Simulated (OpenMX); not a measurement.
## SiC: single point with PBE

SiC:

```
CELL_PARAMETERS angstrom
3.07569 0.00000 0.00000
-1.53785 2.66363 0.00000
0.00000 0.00000 10.07065
ATOMIC_POSITIONS crystal
Si 0.98785 0.97935 0.18355
Si 0.99742 0.00184 0.68765
Si 0.33810 0.67299 0.44105
Si 0.67038 0.33091 0.93535
C 0.99180 0.00409 0.00318
C 0.00621 0.00038 0.49971
C 0.32837 0.65551 0.24923
C 0.66670 0.32858 0.74805
```

The cell is a database's computed one.

The cell isn't the ideal one: atoms moved at random, drawn with an rms of 0.05 Å.

```
Program             : OpenMX 3.8.5
Task                : single point
Functional          : PBE
Potentials or basis : OpenMX 2013 PBE set, Si7.0-s2p2d1, C6.0-s2p2d1, grid cutoff 300 Ry
k mesh              : 11 × 11 × 3
Occupations         : fermi-dirac, width 0.05 eV
Spin                : no spin polarisation
```

```
Pressure               : 5.9 GPa
Largest force          : 2.129 eV/Å
Band gap on the k mesh : 1.92 eV, indirect (least direct gap 3.18 eV)
Mulliken charges       : Si +0.37, +0.38, +0.39; C -0.36, -0.37, -0.42, -0.39 e
```

Forces on the atoms (eV/Å):
```
Si   0.103  0.563  1.876
Si   0.436 -0.339 -0.383
Si   0.255 -0.416 -1.444
Si  -0.821  0.299  0.773
C    0.851 -0.438 -1.902
C   -0.350  0.301  0.742
C   -0.137 -0.297  0.034
C   -0.336  0.321  0.300
```

Levels at points of the mesh, in eV from the valence-band top:
| k point | band 14 | band 15 | band 16 | band 17 | band 18 | band 19 |
| --- | --- | --- | --- | --- | --- | --- |
| (0.00, 0.00, 0.00) | -0.40 | -0.22 | 0.00 | 4.97 | 5.73 | 6.19 |

It took 4.2 min on 1 thread of Arm Neoverse V2, with other jobs on the host, peak memory 1.1 GiB.

Caveat: Mulliken charges move with the basis; an odd mesh through Γ misses points on the zone boundary, where band edges often lie; the basis of atomic orbitals isn't converged, which shifts pressures, moduli and gaps.
